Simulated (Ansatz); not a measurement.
**CsSnI3, relaxed**

Wanted: the geometry at rest of CsSnI3 (a known structure type filled with other elements, at an estimated volume), relaxing the atoms in a fixed cell, and its electronic structure there.

Computed, not measured: Ansatz 0.2.0, DFT, PBE, no spin polarisation, plane waves, PAW.

## 1. The system as given

The structure is trigonal, space group R3m (No. 160). The conventional cell has a = 8.504 Å, b = 8.504 Å, c = 10.795 Å, α = 90.00°, β = 90.00°, γ = 120.00°. I (site symmetry m) has 1 Sn at 2.80 Å as nearest neighbours. Around Cs (site symmetry 3m) lie 12 I at 4.25 to 4.39 Å. Sn (site symmetry 3m) has 3 I at 2.80 Å as nearest neighbours.

As a file:

```xyz
5
Lattice="4.2522 2.4550 3.5985 -4.2522 2.4550 3.5985 0.0000 -4.9100 3.5985" Properties=species:S:1:pos:R:3 pbc="T T T"
I    -2.0913    1.2074    7.2423
I     0.0000   -2.4148    7.2422
I     2.0913    1.2074    7.2423
Cs    0.0000    0.0000    0.1080
Sn    0.0000    0.0000    5.8233
```

It starts from an earlier solution of the starting cell (checkpoint.read).

## 2. Relaxing

Input file input.yaml:

```yaml
crystal:
  lattice:
    - [4.252192, 2.455, 3.598455]
    - [-4.252192, 2.455, 3.598455]
    - [0.0, -4.91001, 3.598455]
  atoms:
    - { symbol: I, position: [0.50693, 0.99874, 0.50693] }
    - { symbol: I, position: [0.50693, 0.50693, 0.99874] }
    - { symbol: I, position: [0.99874, 0.50693, 0.50693] }
    - { symbol: Cs, position: [0.01, 0.01, 0.01] }
    - { symbol: Sn, position: [0.53943, 0.53943, 0.53943] }
  symmetry: { tolerance: 0.0003 }
kpoints:
  mp_grid: { grid: [4, 4, 4], shift: [0, 0, 0] }
magnetization:
  spin_polarized: false
scf:
  occupations: { method: fermi_dirac, width: 0.0131 }
  lower_state_search: "off"
hamiltonian:
  pseudopotentials: { kind: paw }
  xc: pbe
basis:
  ecutwfc: 420
  fft_grid_basis: typed
relax:
  max_steps: 80
output:
  forces: true
  stress: true
  eigenvalues: true
  bader: true
  populations: true
  elf: true
  write_potential: true
  volumetric_format: npy
  dos:
    e_range: [-12, 8]
    de: 0.05
    projected: { site_lists: { Cs: [Cs], I: [I], Sn: [Sn] } }
  write_density: true
checkpoint:
  read: saved_state
```

Run with:

```bash
$ ansatz run input.yaml --threads 2 --pin off --max-ram 2560MiB --backend cpu --events-out ev --progress --plain --runs-dir out
```

What does the calculation give? Wanted: moves; energy gained; largest move; pressure left in the fixed cell; gap; Bader charges.

The runs gave:

```
                            quantity                          value
                               moves                              7
                       energy gained                  38.5 meV/atom
                        largest move                    0.20 Å (Sn)
space group (0.01 Å), before / after                      R3m / R3m
     pressure left in the fixed cell                        2.0 GPa
                          gap (mesh)                0.21 eV, direct
                       Bader charges  I -0.59, Cs +0.85, Sn +0.92 e
```

In the fixed cell the largest move of an atom is 0.20 Å; the energy fell by 38.5 meV per atom. The fixed cell still holds a mean pressure of 2.0 GPa, so it would expand if let free. The run held to 6 symmetry operations, so a lower structure without them is not ruled out. It is gapped: 0.21 eV, direct at the points sampled; within 0.7 eV of the edges the states project mainly on I p (53 %), Sn s (28 %) and Sn p (15 %) below and Sn p (77 %) above. Spin-orbit coupling is left out, and with elements this heavy it can move the gap by tenths of an eV. At the density minimum between Cs and I (4.25 Å) the ELF is 0.02 and the density 0.03 e/Å³, a closed-shell (ionic or weak) contact. By Bader's partition Sn gives up most (+0.92 e) and I takes most (-0.59 e).

Keep in mind: the SCF threshold is loose for a stress.
